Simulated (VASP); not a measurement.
Here is a VASP 6.6.1 calculation.

The input INCAR:

```
PREC = Accurate
ENCUT = 520
EDIFF = 1E-6
ISMEAR = 0
SIGMA = 0.1
LREAL = False
LASPH = True
NELM = 150
ALGO = Fast
ISIF = 2
LWAVE = False
LCHARG = False
LMAXMIX = 4
LDAU = True
LDAUTYPE = 2
LDAUL = 2 -1
LDAUU = 1 0
LDAUJ = 0 0
LDAUPRINT = 1
GGA = PE
NBANDS = 38
```

The input KPOINTS:

```
regular mesh
0
Gamma
  5 3 3
```

The input POSCAR:

```
HfC
1.0
   -2.0544530000      0.0363480000      2.1207970000
    2.2740150000     -4.4753550000      2.2676630000
    2.0178080000      4.2918430000      2.1568470000
Hf C
4 4
Direct
    0.9931708487      0.0055265935      0.0116191794
    0.9828259183      0.5001183963      0.4914149024
    0.5205336974      0.9904163050      0.4894224239
    0.5289065003      0.4905123025      0.9817020315
    1.0072095240      0.2327428118      0.7389568199
   -0.0192920021      0.7465744550      0.2493413542
    0.4917093925      0.2734136899      0.2719099163
    0.4698503229      0.7587919104      0.7374929723
```

Potentials or basis: VASP PAW PBE potentials, release 64 (Hf_pv, C).

Run with:

```bash
$ cat potpaw_PBE.64/Hf_pv/POTCAR potpaw_PBE.64/C/POTCAR > POTCAR
$ mpirun -np 1 vasp_std > vasp.out
```

Question: Predict the largest force.

Answer: 4.210 eV/Å.

Question: Estimate the pressure.

Answer: 97.3 GPa.

Question: Predict the band gap on the k mesh.

Answer: None (metal or under the smearing width).

Stress tensor (GPa, compression positive):
```
123.44  11.98  -9.83
 11.98  78.41   5.34
 -9.83   5.34  89.90
```

Caveat: the k mesh is coarse (spacing up to 0.43 Å⁻¹), so the values aren't converged; a pressure of tens of GPa on the cell as given is suspect, and the run, the potentials or the cell itself is likely at fault; U without spin polarisation on a metal has little footing; the U is typed as a test and isn't derived for this compound; forces of over 1 eV/Å show positions far from the minimum, so gaps and moduli don't describe the material at rest. Spin-orbit coupling is left out, which matters for the levels of Hf.
